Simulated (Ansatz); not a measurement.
# Li2Se (Fm-3m): zero-pressure volume and bulk modulus with mr²SCAN

An exercise on one series of results from a longer session: the logs are not shown, and one member is left open.

Method: DFT mr²SCAN, scalar-relativistic, plane waves, PAW, in Ansatz 0.2.0.

1 further run of the same task is left out (it didn't finish). Runs told in other sessions of the task aren't counted.

**Starting point**

The structure is cubic, space group Fm-3m (No. 225). The conventional cell has a = 6.005 Å, b = 6.005 Å, c = 6.005 Å, α = 90.00°, β = 90.00°, γ = 90.00°. Li (site symmetry -43m) has 4 Se at 2.60 Å in its first shell of neighbours. Se (site symmetry m-3m) is surrounded by 8 Li at 2.60 Å.

Coordinates:

```cif
data_structure
_symmetry_space_group_name_H-M 'Fm-3m'
_symmetry_Int_Tables_number 225
_cell_length_a 6.0050
_cell_length_b 6.0050
_cell_length_c 6.0050
_cell_angle_alpha 90.000
_cell_angle_beta 90.000
_cell_angle_gamma 90.000
_cell_volume 216.54
loop_
_atom_site_label
_atom_site_type_symbol
_atom_site_symmetry_multiplicity
_atom_site_Wyckoff_symbol
_atom_site_fract_x
_atom_site_fract_y
_atom_site_fract_z
_atom_site_occupancy
Li1 Li 8 c 0.25000 0.75000 0.75000 1
Se1 Se 4 a 0.00000 0.00000 0.00000 1
```

This cell comes from an earlier session at PBE: 18.045 Å³/atom at 0.02 GPa, on a 8×8×8 mesh, mesh gap 2.98 eV.

Set-up of the first run:

input.yaml

```yaml
crystal:
  lattice:
    - [0.0, 3.0024997683, 3.0024997683]
    - [3.0024997683, 0.0, 3.0024997683]
    - [3.0024997683, 3.0024997683, 0.0]
  atoms:
    - { symbol: Li, position: [0.25, 0.25, 0.25] }
    - { symbol: Li, position: [0.75, 0.75, 0.75] }
    - { symbol: Se, position: [0.0, 0.0, 0.0] }
basis:
  ecutwfc: 500
  ecutrho_ratio: 4
kpoints:
  mp_grid: { grid: [8, 8, 8] }
hamiltonian:
  xc: mr2scan
scf:
  occupations: { method: gaussian, width: 0.05 }
output:
  forces: true
  stress: true
  eigenvalues: true
```

Launch:

```bash
$ ansatz run input.yaml --threads 4 --pin off --max-ram 8192MiB --backend cpu --events-out ev --progress --plain --runs-dir out
```

Among the steps run: At the given cell; Stepping to 17.973 Å³/atom; Stepping to 17.868 Å³/atom; Volume × 0.98 of the new zero; Volume × 1.02 of the new zero; Volume × 0.96 of the new zero; Volume × 1.04 of the new zero.

One of the session's tables, all rows but one given; the rest of the session is left out.

It belongs to the step «Energy and pressure against volume». 

```
volume (Å³/atom)  energy (meV/atom)  pressure (GPa)
          17.153               3.36            1.56
          17.510               0.81            0.74
          17.868               0.00            0.00
          18.225                  ?               ?
          18.582               2.95           -1.28
```

Q: Estimate the row for volume (Å³/atom) = 18.225 from the others.

Worked estimate for «energy (meV/atom)». A straight line through the neighbours (17.868, 0.00) and (18.582, 2.95) gives 0.00 + (2.95 − 0.00) × (18.225 − 17.868) / (18.582 − 17.868) = 1.48; a parabola fitted to 3 rows on both sides gives 0.71.

The run gave: energy (meV/atom): 0.76; pressure (GPa): -0.67. In «energy (meV/atom)» the line misses by +0.72 and the parabola by -0.05.
